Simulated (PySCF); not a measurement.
Frontier orbitals and the lowest excitations

Species: C₄H₉NO.
Structure used (GFN2-xTB), in Å, numbered top down from 1:
```
atom  x, y, z in Å
C1     1.9818   -0.2620   -0.2365
C2     0.8175    0.6420   -0.5832
O3     0.9807    1.7171   -1.1279
N4    -0.4166    0.1931   -0.2433
C5    -1.5745    0.9716   -0.6200
C6    -0.6929   -1.0897    0.3531
H7     2.8866    0.1917   -0.6314
H8     1.8541   -1.2488   -0.6747
H9     2.0829   -0.3594    0.8425
H10   -2.1986    0.4175   -1.3253
H11   -1.2226    1.8871   -1.0912
H12   -2.1679    1.2215    0.2622
H13   -1.5957   -1.0077    0.9593
H14   -0.8607   -1.8582   -0.4101
H15    0.1215   -1.4078    0.9989
```

Level of theory: PySCF 2.14.0, density-fitted response routines, TDDFT CAM-B3LYP/def2-SVPD, vertical, gas phase, core orbitals frozen in the response.

Kohn–Sham orbitals with the atoms that hold most of them (Löwdin shares over 4%, at most four atoms; ? is withheld):

```csv
orbital,ε (eV),atoms
LUMO+2,1.95,"C2 31%, O3 23%, N4 11%, C1 9%"
LUMO+1,1.88,"C1 19%, C5 16%, H8 9%, H12 9%"
LUMO,?,"C6 23%, C5 11%, C1 10%, H14 9%"
HOMO,-8.33,?
HOMO-1,-8.67,?
HOMO-2,-11.62,"O3 35%, C2 19%, C1 14%, N4 6%"
HOMO-3,-12.10,"C5 25%, H11 14%, O3 12%, C6 12%"
```

(1) Give the leading atoms of the HOMO-1.

(2) Which atoms hold the HOMO, and with what shares?

(3) What is the LUMO energy, and the HOMO–LUMO gap?

Answers

(1) O3 (bonded to C) 69%; C2 (bonded to C, N and O) 9%; C1 (bonded to C and 3 H) 9%; N4 (bonded to 3 C) 5%. By element: oxygen 69%, carbon 18% or more, nitrogen 5%.

(2) N4 (bonded to 3 C) 43%; O3 (bonded to C) 25%; C2 (bonded to C, N and O) 7%; C6 (bonded to N and 3 H) 6%. By element: nitrogen 43%, oxygen 25%, carbon 14% or more.

(3) ε(LUMO) = 1.04 eV; the gap is 9.36 eV (0.3441 hartree).

Task: The HOMO–LUMO gap is 9.36 eV. Where does the response calculation put the lowest singlet, and from which orbitals?

Result: S1 is at 5.81 eV (f = 0.0010), 3.55 eV below the gap, made of HOMO-1→LUMO+2 (85%). Its leading pair isn't HOMO and LUMO; the energies of that pair differ by 10.62 eV. Without the coupling terms of the response equations the lowest excitation would equal the gap.

Task: Give energy, strength and leading configuration of S2, S3, S5 and S7, and follow the Löwdin shares of the leading atoms from the occupied to the empty orbital.

Result: 
- S2 (6.42 eV, f 0.032), HOMO→LUMO (92%): N4 43% → at most 9%, O3 25% → at most 9%, C6 6% → 23%, C5 at most 7% → 11%
- S3 (7.01 eV, f 0.012), HOMO-1→LUMO (78%): O3 69% → at most 9%, C2 9% → at most 9%, C6 at most 6% → 23%, C5 at most 6% → 11%
- S5 (7.58 eV, f 0.0043), HOMO→LUMO+1 (89%): N4 43% → at most 10%, O3 25% → at most 10%, C1 at most 7% → 19%, C5 at most 7% → 16%
- S7 (8.10 eV, f 0.0075), HOMO-1→LUMO+1 (89%): O3 69% → at most 10%, C2 9% → at most 10%, C1 9% → 19%, C5 at most 6% → 16%

Hardware: an x86-64 server with one thread, no GPU, shared host. Cost: 23 s of wall time.

One conformer stands for the species.
